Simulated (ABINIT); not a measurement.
Wanted: the native input for an ABINIT 10.8.3 (patched build) run.

```yaml
Task: equation of state
Functional: revPBE
Dispersion: D3(BJ)
Potentials_or_basis: JTH PAW PBE v2.0
Cutoff: 463 eV
k_mesh: 11 × 11 × 11
Occupations: fermi-dirac, width 0.05 eV
Spin: no spin polarisation
Fine-grid_cutoff: 925.187 eV
Exchange_and_correlation_inside_the_PAW_spheres: full angular mesh (pawxcdev 0, this build's default; the released program takes 1)
```

Crystal: Ag.

```xyz
1
Lattice="0.0000 2.0427 2.0427 2.0427 0.0000 2.0427 2.0427 2.0427 0.0000" Properties=species:S:1:pos:R:3 pbc="T T T"
Ag    0.0000    0.0000    0.0000
```

The input as run:

run.abi

```
# Datasets: one volume each
ndtset 7
getwfk -1
scalecart1 3*0.9795861087
scalecart2 3*0.9864848297
scalecart3 3*0.9932883884
scalecart4 3*1.0000000000
scalecart5 3*1.0066227096
scalecart6 3*1.0131594038
scalecart7 3*1.0196128224

# Pseudopotentials
pp_dirpath "./"
pseudos "Ag.GGA_PBE-JTH.xml"

# Structure
acell 2.8888847545 2.8888847545 2.8888847545 Angstrom
rprim
     0.0000000000     0.7071067812     0.7071067812
     0.7071067812     0.0000000000     0.7071067812
     0.7071067812     0.7071067812     0.0000000000
ntypat 1
znucl 47
natom 1
typat 1
xred
     0.0000000000     0.0000000000     0.0000000000

# Plane-wave basis
ecut 17.0
pawecutdg 34.0

# k points
kptopt 1
ngkpt 11 11 11
nshiftk 1
shiftk 0.0 0.0 0.0

# Exchange and correlation
ixc 14
vdw_xc 7

# Bands and occupations
nband 10
occopt 3
tsmear 0.00183747

# SCF cycle
nstep 100
tolvrs 1.0e-9

# Output
iomode 3
prtwf 1
prtden 0
prteig 0
prtebands 0
enunit 2
```

Potentials or basis: JTH PAW PBE v2.0.

Launch:

```console
$ abinit run.abi > log 2>&1
```

Results of the run:

The equilibrium volume is 16.51 Å³/atom and the bulk modulus is 118 GPa. The pressure derivative of the bulk modulus is 6.2.

Caveat: pressures at fixed basis lie under the slope of the energies; the PAW data sets were made with another functional, which shifts forces and pressure a little.

Run time: 37 s on 1 thread of Arm Neoverse V1 (shared host), peak memory 0.13 GiB.
